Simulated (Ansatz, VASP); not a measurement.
Given: the input of a run of Ansatz 0.2.0 on SnO2.

Contents of input.yaml:

```yaml
crystal:
  lattice:
    - [0.0, 2.5393599245, 2.5393599245]
    - [2.5393599245, 0.0, 2.5393599245]
    - [2.5393599245, 2.5393599245, 0.0]
  atoms:
    - { symbol: Sn, position: [0.0, 0.0, 0.0] }
    - { symbol: O, position: [0.75, 0.75, 0.75] }
    - { symbol: O, position: [0.25, 0.25, 0.25] }
hamiltonian:
  xc: pbe
  pseudopotentials: { kind: paw }
kpoints:
  mp_grid: { grid: [9, 9, 9] }
scf:
  occupations: { method: fermi_dirac, width: 0.05 }
output:
  forces: true
  stress: true
  eigenvalues: true
```

Potentials or basis: Ansatz PAW.

The run is started by

```bash
$ ansatz run input.yaml --threads 2 --pin off --max-ram 5120MiB --backend cpu --events-out ev --progress --plain --runs-dir out
```

Task: Translate it to VASP 6.6.1. Potentials there: VASP PAW PBE potentials, release 64 (Sn_d, O).

Result: As run (the cutoff follows the program's own potentials):

Contents of INCAR:

```
PREC = Accurate ; ENCUT = 520
EDIFF = 1E-7 ; ISMEAR = -1
SIGMA = 0.05 ; LREAL = False
LASPH = True ; NELM = 100
ALGO = Normal ; ISIF = 2
LWAVE = False ; LCHARG = False
GGA = PE ; NBANDS = 20
```

Contents of KPOINTS:

```
Automatic mesh
0
Gamma
  9 9 9
```

POSCAR

```
SnO2
1.0
    0.0000000000      2.5393599245      2.5393599245
    2.5393599245      0.0000000000      2.5393599245
    2.5393599245      2.5393599245      0.0000000000
Sn O
1 2
Direct
    0.0000000000      0.0000000000      0.0000000000
    0.7500000000      0.7500000000      0.7500000000
    0.2500000000      0.2500000000      0.2500000000
```

Potentials or basis: VASP PAW PBE potentials, release 64 (Sn_d, O).

Launch:

```bash
$ cat potpaw_PBE.64/Sn_d/POTCAR potpaw_PBE.64/O/POTCAR > POTCAR
$ mpirun -np 1 vasp_std > vasp.out
```

Both were run:

|  | VASP | Ansatz | Ansatz less VASP |
| --- | --- | --- | --- |
| gap on the k mesh at the Fermi level (eV) | 0.30 | 0.30 | +0.008 |
| least direct gap on the mesh (eV) | 1.60 | 1.60 | +0.007 |
| pressure (GPa) | 8.4 | 7.8 | -0.67 |

With one functional, cell and mesh, what is left measures potentials, basis and numerics.

Caveats: spin-orbit coupling is left out, which moves the levels of the heavy elements; an odd mesh through Γ misses points on the zone boundary, where band edges often lie (VASP); odd divisions of the mesh miss points on the zone boundary, where band edges often lie, so the gap on the mesh can be too wide (Ansatz); the pressure holds a Pulay correction of +1.0 GPa for the finite cutoff (Ansatz).
